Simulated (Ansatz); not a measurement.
Ti$_{3}$SiC$_{2}$:
```yaml
crystal:
  lattice:
    - [3.06712, 0.00000, 0.00000]
    - [-1.53356, 2.65620, 0.00000]
    - [0.00000, 0.00000, 17.67422]
  atoms:
    - { symbol: Ti, position: [0.66667, 0.33333, 0.36482] }
    - { symbol: Ti, position: [0.33333, 0.66667, 0.63518] }
    - { symbol: Ti, position: [0.33333, 0.66667, 0.86482] }
    - { symbol: Ti, position: [0.66667, 0.33333, 0.13518] }
    - { symbol: Ti, position: [0.00000, 0.00000, 0.50000] }
    - { symbol: Ti, position: [0.00000, 0.00000, 0.00000] }
    - { symbol: Si, position: [0.00000, 0.00000, 0.75000] }
    - { symbol: Si, position: [0.00000, 0.00000, 0.25000] }
    - { symbol: C, position: [0.33333, 0.66667, 0.42749] }
    - { symbol: C, position: [0.66667, 0.33333, 0.57251] }
    - { symbol: C, position: [0.66667, 0.33333, 0.92749] }
    - { symbol: C, position: [0.33333, 0.66667, 0.07251] }
```

Relaxed with r²SCAN.

### Question
Map the electron localisation function on the plane through (0.667, 0.333, 0.365) spanned by u = [0, 0, 1] and v = [1, -1, 0] in lattice vectors, from plane-wave PAW r²SCAN (Ansatz code).

### Answer
x is the fraction of u, y of v (the angle between them is 90°; rows are the nearest grid lines); atoms in the plane: Ti at (0.00, 0.00), Ti at (0.27, 0.67), Ti at (0.50, 0.67), Ti at (0.77, 0.00), Ti at (0.14, 0.33), Ti at (0.64, 0.33), Si at (0.39, 0.33), Si at (0.89, 0.33), C at (0.06, 0.67), C at (0.21, 0.00).
```
| *..:-#% -%*-::..::-%..%*:: -= *.:++.:* |
| *..:-#%.=%*-::::::-%--%*::.-+.#.:++::* |
|+#.:-:*%*#%=::-::-::%#*%+:-::#+* -++:.#+|
|-:+#*:-%%#:. .-==-. -%%#-:*#=--..-++- :-|
|.-%%#-:*#=--..-++- ::+#*:-%%#:. .-==-. .|
|:#%%%=:==.**= -++- ++.+=:+%%%*..:----:.:|
|+%#*%+:-::#+* -++:.##.:-:*%*#%=::-::-::+|
|#%--%*::.-+.#.:++::**..:-#%.=%*-::::::-#|
|#%..%*:: -= *.:++.:+*:.:-#% -%*-::..::-#|
|*%**%+.:..#+#.-**-.#*..:.*%*#%+:-------*|
|+%%%#: ...+#+.+##+.*+ :. -%%%%=:=+=++=:+|
|-#%%=. .: :=:-####:-..:  .+%%#--*#**#+:-|
|:*#*.=- :. ..*%##%=. ...--:##+:=#%+*%#-:|
|:=*--#*..:  -%%++@#:.:.:*#:-+-:+%%=+@%=:|
|:--.+**-.:..+@%--@@=.: +**-.-::*@%--@@+:|
|-:: * :+ ::-#@#+=%@#:: * :+ ::-#@#+=%@#-|
|::: *:-+ ::-#@%=-@@*:: *:-+ ::-#@%=-@@*:|
|..: +**-.-::*@%--@@+--.+**-.:..+@%--@@=.|
| .:.:*#:-+-:+%%=+@%==*:-#*..:  -%%++@#: |
|. ...--:##+:=#%+*%#-*#*.=- :. ..*%##%=..|
|=..:  .+%%#--*#**#+:#%%=. .: :=:-####:-=|
|+*..:.*%*#%+:-------%**%+.:..#+#.-**-.#+|
| *..::#%.=%*-::::::-%--%*:: -+.#.:++::* |
| *..:-#% -%*-::..::-%..%*:: -= *.:++.:* |
```
Scale: ten equal steps from 0.007 (start of ' ') to 0.895 (end of '@'), in the order ' .:-=+*#%@'; x runs from 0.000 to 1.00, y from 0.000 (bottom) to 1.00 (top).

The density is the valence pseudo-density with augmentation charge, so density and ELF within about 1 Å of a nucleus are not all-electron values.

Space group P6_3/mmc. Symmetry was held in the r²SCAN relaxation. The run is not spin-polarised.

Potentials: the later of the program's two PAW sets.
